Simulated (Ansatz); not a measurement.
**MgS (Niningerite): single point with RPBE**

MgS (Niningerite):

```
S Mg
1.0
     0.00000    2.60165    2.60165
     2.60165    0.00000    2.60165
     2.60165    2.60165    0.00000
S Mg
1 1
Cartesian
  2.6016 2.6016 2.6016
  0.0000 0.0000 0.0000
```

```yaml
Program: Ansatz 0.2.0
Task: single point
Functional: RPBE
Potentials_or_basis: all-electron LAPW, scalar-relativistic
Cutoff: 183 eV (chosen from the basis error)
Basis_error_allowed: 0.001 eV/atom
k_mesh: 9 × 9 × 9
Occupations: gaussian, width 0.1 eV
Spin: no spin polarisation
```

- Pressure: 3.3 GPa
- Band gap on the k mesh: 3.07 eV, indirect (least direct gap 3.88 eV)

Levels at points of the mesh, in eV from the valence-band top:
| k point | band 9 | band 10 | band 11 | band 12 | band 13 | band 14 | band 15 | band 16 |
| --- | --- | --- | --- | --- | --- | --- | --- | --- |
| (0.00, 0.00, 0.00) | -12.65 | 0.00 | 0.00 | 0.00 | 3.88 | 7.97 | 7.97 | 7.97 |

Run time: 3.5 s on 1 thread of Arm Neoverse V2, on a shared host, peak memory 0.23 GiB.

Caveat: an odd mesh through Γ misses points on the zone boundary, where band edges often lie.
